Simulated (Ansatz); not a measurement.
Sb:

```xyz
1
Lattice="3.1600 0.0000 0.0000 0.0000 3.1600 0.0000 0.0000 0.0000 3.1600" Properties=species:S:1:pos:R:3 pbc="T T T"
Sb    0.0000    0.0000    0.0000
```

This isn't the form of Sb at room conditions, which is rhombohedral.

| Property | Result |
| --- | --- |
| Program | Ansatz 0.2.0 |
| Task | relaxation of cell and atoms |
| Functional | PBEsol |
| Potentials or basis | Ansatz PAW |
| Cutoff | 420 eV (not typed: the program's choice for these potentials) |
| k mesh | 8 × 8 × 8 |
| Occupations | fermi-dirac, width 0.05 eV |
| Spin | no spin polarisation |

At the start: volume 31.55 Å³/atom.

Problem. How do energy, volume and symmetry change on relaxing?

Solution. It ends after 5 steps and the volume is 28.89 Å³/atom (-8.4 %); space group Pm-3m (No. 221, to 0.05 Å).

The path:
| step | energy change (eV) | largest force (eV/Å) | volume (Å³) |
| --- | --- | --- | --- |
| 1 | 0.0000 | 0.0000 | 31.55 |
| 2 | -0.0345 | 0.0000 | 27.80 |
| 3 | -0.0427 | 0.0000 | 29.06 |
| 4 | -0.0430 | 0.0000 | 28.89 |
| 5 | -0.0424 | 0.0000 | 28.89 |

Final structure:
```
Sb
1.0
     3.06846    0.00000    0.00000
     0.00000    3.06846    0.00000
     0.00000    0.00000    3.06846
Sb
1
Direct
  0.00000 0.00000 0.00000
```

Caveat: the plane-wave basis is chosen anew once the cell has moved, so the energies of steps on either side of that aren't comparable; the PAW data sets come from PBE, with cores solved anew for the run's functional, which leaves a small shift of forces and pressure.
